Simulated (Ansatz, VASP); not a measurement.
This is a calculation of Ga for Ansatz 0.2.0.

Contents of input.yaml:

```yaml
crystal:
  lattice:
    - [-1.3561377546, 1.3561377546, 2.2640427644]
    - [1.3561377546, -1.3561377546, 2.2640427644]
    - [1.3561377546, 1.3561377546, -2.2640427644]
  atoms:
    - { symbol: Ga, position: [0.0, 0.0, 0.0] }
hamiltonian:
  xc: pbe
  pseudopotentials: { kind: paw }
kpoints:
  mp_grid: { grid: [13, 13, 13] }
scf:
  occupations: { method: fermi_dirac, width: 0.05 }
output:
  forces: true
  stress: true
  eigenvalues: true
```

Potentials or basis: Ansatz PAW.

Command:

```console
$ ansatz run input.yaml --threads 1 --pin off --max-ram 3584MiB --backend cpu --events-out ev --progress --plain --runs-dir out
```

**Question.** Set up the same calculation for VASP 6.6.1. Potentials there: VASP PAW PBE potentials, release 64 (Ga_d).

**Answer.** As run (the cutoff follows the program's own potentials):

The input INCAR:

```
PREC = Accurate
ENCUT = 520
EDIFF = 1E-7
ISMEAR = -1
SIGMA = 0.05
LREAL = F
LASPH = T
NELM = 100
ALGO = Normal
ISIF = 2
LWAVE = F
LCHARG = F
GGA = PE
NBANDS = 12
```

KPOINTS

```
regular mesh
0
Gamma
  13 13 13
```

Contents of POSCAR:

```
Ga
1.0
   -1.3561377546      1.3561377546      2.2640427644
    1.3561377546     -1.3561377546      2.2640427644
    1.3561377546      1.3561377546     -2.2640427644
Ga
1
Direct
    0.0000000000      0.0000000000      0.0000000000
```

Potentials or basis: VASP PAW PBE potentials, release 64 (Ga_d).

Run with:

```console
$ cat potpaw_PBE.64/Ga_d/POTCAR > POTCAR
$ mpirun -np 1 vasp_std > vasp.out
```

Both were run:

|  | VASP | Ansatz | Ansatz less VASP |
| --- | --- | --- | --- |
| gap on the k mesh at the Fermi level (eV) | none | none | - |
| pressure (GPa) | 8.5 | 8.3 | -0.14 |
| largest component of the traceless stress (GPa) | 0.92 | 0.87 | -0.049 |

A gap of «none» marks a metal or a gap that the smearing closes.
